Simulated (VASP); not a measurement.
Al2O3, 5 atoms in the cell. Symmetry: P-6m2, No. 187, hexagonal system. The conventional cell has a = 2.884 Å, b = 2.884 Å, c = 9.337 Å, α = 90.00°, β = 90.00°, γ = 120.00°. Al (site symmetry 3m) has 3 O at 1.80 Å as nearest neighbours. O (site symmetry 3m) has 3 Al at 1.80 Å as nearest neighbours. O (site symmetry -6m2) is surrounded by 6 Al at 2.18 Å. Measurements of this composition are mostly on another form, of space group No. 167.

| Quantity | Value |
| --- | --- |
| Program | VASP 6.6.1 |
| Task | dielectric tensor |
| Functional | LDA |
| Potentials or basis | VASP PAW LDA potentials, release 64 (Al, O) |
| Cutoff | 520 eV |
| k mesh | 12 × 12 × 4 |
| Occupations | gaussian, width 0.02 eV |
| Spin | no spin polarisation |
| Ladder | free |
| Further INCAR settings | ALGO = Normal; EDIFF = 1e-08 |

Potentials or basis: VASP PAW LDA potentials, release 64 (Al, O).

Launch:

```bash
$ cat potpaw_LDA.64/Al/POTCAR potpaw_LDA.64/O/POTCAR > POTCAR
$ mpirun -np 4 vasp_std > vasp.out
```

Hardware: 4 MPI ranks on Intel(R) Xeon(R) Platinum 8488C (Sapphire Rapids), on a shared host.

Task: Estimate the wall time of this run.

Result: Wall time 2.7 min on 4 MPI ranks on Intel(R) Xeon(R) Platinum 8488C (Sapphire Rapids) (shared host), peak memory 0.6 GiB a rank. Counts: scf iterations 111, k points 57.
